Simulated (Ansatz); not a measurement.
Clean, relaxed (111) surface of TaC, space group Fm-3m (No. 225) (top face towards +c; atoms held fixed, by place in the list: 1, 2, 3):

```yaml
crystal:
  lattice:
    - [3.13930, 0.00000, 0.00000]
    - [-1.56965, 2.71872, 0.00000]
    - [0.00000, 0.00000, 23.40808]
  atoms:
    - { symbol: C, position: [0.33333, 0.66667, 0.36312] }
    - { symbol: Ta, position: [0.66667, 0.33333, 0.41787] }
    - { symbol: C, position: [0.00000, 0.00000, 0.47262] }
    - { symbol: Ta, position: [0.33333, 0.66667, 0.52820] }
    - { symbol: C, position: [0.66667, 0.33333, 0.58414] }
    - { symbol: Ta, position: [0.00000, 0.00000, 0.63279] }
```

These are results of DFT PBEsol, scalar-relativistic, plane waves, PAW in Ansatz 0.2.0, not measurements. Settings: cutoff 420 eV, Γ-centred mesh 9×9×1 on the computed 6-atom cell, Gaussian smearing of 0.10 eV; no spin polarisation. A dipole correction removes the field between periodic images along c.

The adsorption energy is E(slab + adsorbate) − E(slab) − E(free adsorbate, spin-polarised where open-shell). With the adsorbate the cell is lengthened along c to keep the vacuum.

**Question.** H (atom) is put at the hollow (Ta-Ta-Ta) at (0.33, 0.67) site, one adsorbate per 8.5 Å². What structure does it relax to?

**Answer.** E_ads = -3.48 eV. Contacts: H–Ta 2.06 Å.

```xyz
7
Lattice="3.1393 0.0000 0.0000 -1.5697 2.7187 0.0000 0.0000 0.0000 25.4081" Properties=species:S:1:pos:R:3 pbc="T T T"
C     0.0000    1.8125    8.5000
Ta    1.5697    0.9062    9.7816
C     0.0000    0.0000   11.0632
Ta    0.0000    1.8125   12.3599
C     1.5697    0.9062   13.6467
Ta    0.0000    0.0000   14.8256
H     0.0000    1.8125   15.8152
```

Each end is the local minimum or symmetric point that its start leads to. The slab is only 6.4 Å thick, so the energies aren't converged with thickness.

For at least one of the starts the bottom face's work function also shifts by over 0.1 eV: the slab is too thin to screen the adsorbate, so the work functions aren't converged with thickness.

The adsorbed runs have no spin polarisation, so weakly bound open-shell ends lie too high.